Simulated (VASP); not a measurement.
A run of VASP 6.6.1:

The input POSCAR:

```
SnS2
1.0
    3.6700000000      0.0000000000      0.0000000000
   -1.8350000000      3.1783132300      0.0000000000
    0.0000000000      0.0000000000      5.8900000000
Sn S
1 2
Direct
    0.0000000000      0.0000000000      0.0000000000
    0.3333333300      0.6666666700      0.2500000000
    0.6666666700      0.3333333300      0.7500000000
```

The input INCAR.step1:

```
PREC = Accurate ; ENCUT = 520
EDIFF = 1E-6 ; ISMEAR = 0
SIGMA = 0.02 ; LREAL = F
LASPH = T ; NELM = 100
ALGO = Normal ; ISIF = 2
LWAVE = F ; LCHARG = T
MAGMOM = 0 0 0 0 0 0 0 0 0 ; LORBIT = 11
LSORBIT = T ; GGA_COMPAT = F
GGA = PE
```

KPOINTS.step1

```
Automatic mesh
0
Gamma
  9 9 6
```

File INCAR.step2:

```
PREC = Accurate ; ENCUT = 520
EDIFF = 1E-6 ; ISMEAR = 0
SIGMA = 0.05 ; LREAL = F
LASPH = T ; NELM = 100
ALGO = Normal ; ISIF = 2
LWAVE = F ; LCHARG = F
MAGMOM = 0 0 0 0 0 0 0 0 0 ; LORBIT = 11
LSORBIT = T ; GGA_COMPAT = F
GGA = PE ; ICHARG = 11
```

Contents of KPOINTS.step2:

```
path GMKGALHA,LM,KH
20
line-mode
reciprocal
 0.0000000000  0.0000000000  0.0000000000  G
 0.5000000000  0.0000000000  0.0000000000  M

 0.5000000000  0.0000000000  0.0000000000  M
 0.3333333333  0.3333333333  0.0000000000  K

 0.3333333333  0.3333333333  0.0000000000  K
 0.0000000000  0.0000000000  0.0000000000  G

 0.0000000000  0.0000000000  0.0000000000  G
 0.0000000000  0.0000000000  0.5000000000  A

 0.0000000000  0.0000000000  0.5000000000  A
 0.5000000000  0.0000000000  0.5000000000  L

 0.5000000000  0.0000000000  0.5000000000  L
 0.3333333333  0.3333333333  0.5000000000  H

 0.3333333333  0.3333333333  0.5000000000  H
 0.0000000000  0.0000000000  0.5000000000  A

 0.5000000000  0.0000000000  0.5000000000  L
 0.5000000000  0.0000000000  0.0000000000  M

 0.3333333333  0.3333333333  0.0000000000  K
 0.3333333333  0.3333333333  0.5000000000  H
```

Potentials or basis: VASP PAW PBE potentials, release 64 (Sn_d, S).

Launch:

```console
$ cat potpaw_PBE.64/Sn_d/POTCAR potpaw_PBE.64/S/POTCAR > POTCAR
$ cp INCAR.step1 INCAR
$ cp KPOINTS.step1 KPOINTS
$ mpirun -np 1 vasp_ncl > vasp.out
$ cp INCAR.step2 INCAR
$ cp KPOINTS.step2 KPOINTS
$ mpirun -np 1 vasp_ncl > vasp.out
```

Hardware: 1 thread of Intel(R) Xeon(R) 6975P-C (Granite Rapids) (shared host).

Task: How long does it take, and how much memory?

Result: Run time: 9.7 min on 1 thread of Intel(R) Xeon(R) 6975P-C (Granite Rapids), on a shared host, peak memory 0.72 GiB. Counts: scf iterations 8, k points 180.
